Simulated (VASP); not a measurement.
A run of VASP 6.6.1:

File POSCAR:

```
Nb
1.0
    2.8410979304      0.0000000000      0.0000000000
   -1.4205489652      2.4604629824      0.0000000000
    0.0000000000      0.0000000000      2.6546508788
Nb
1
Direct
    0.0000000000      0.0000000000      0.0000000000
```

INCAR.step1

```
SYSTEM = Nb
  PREC = Accurate
  ENCUT = 520
  ISMEAR = 0
  SIGMA = 0.1
  LREAL = .FALSE.
  LASPH = .TRUE.
  NELM = 100
  NBANDS = 12
  GGA = PE
  ALGO = Normal
  EDIFF = 1E-4
  LWAVE = .TRUE.
  LCHARG = .FALSE.
```

Contents of INCAR.step2:

```
SYSTEM = Nb
  PREC = Accurate
  ENCUT = 520
  EDIFF = 1E-6
  ISMEAR = 0
  SIGMA = 0.1
  LREAL = .FALSE.
  LASPH = .TRUE.
  NELM = 100
  ALGO = Normal
  ISIF = 2
  LWAVE = .FALSE.
  LCHARG = .FALSE.
  METAGGA = R2SCAN
  LMIXTAU = .TRUE.
  NBANDS = 12
  ISTART = 1
```

Contents of KPOINTS:

```
regular mesh
0
G
  9 9 6
  0 0 0
```

Potentials or basis: VASP PAW PBE potentials, release 64 (Nb_sv).

Launch:

```bash
$ cat potpaw_PBE.64/Nb_sv/POTCAR > POTCAR
$ cp INCAR.step1 INCAR
$ mpirun -np 1 vasp_std > vasp.out
$ cp INCAR.step2 INCAR
$ mpirun -np 1 vasp_std > vasp.out
```

Hardware: 1 thread of Intel(R) Xeon(R) 6975P-C (Granite Rapids) (shared host).

**Question.** Estimate the wall time of this run.

**Answer.** Run time: 13 s on 1 thread of Intel(R) Xeon(R) 6975P-C (Granite Rapids), with other jobs on the host, peak memory 0.14 GiB. Counts: scf iterations 8, k points 48.
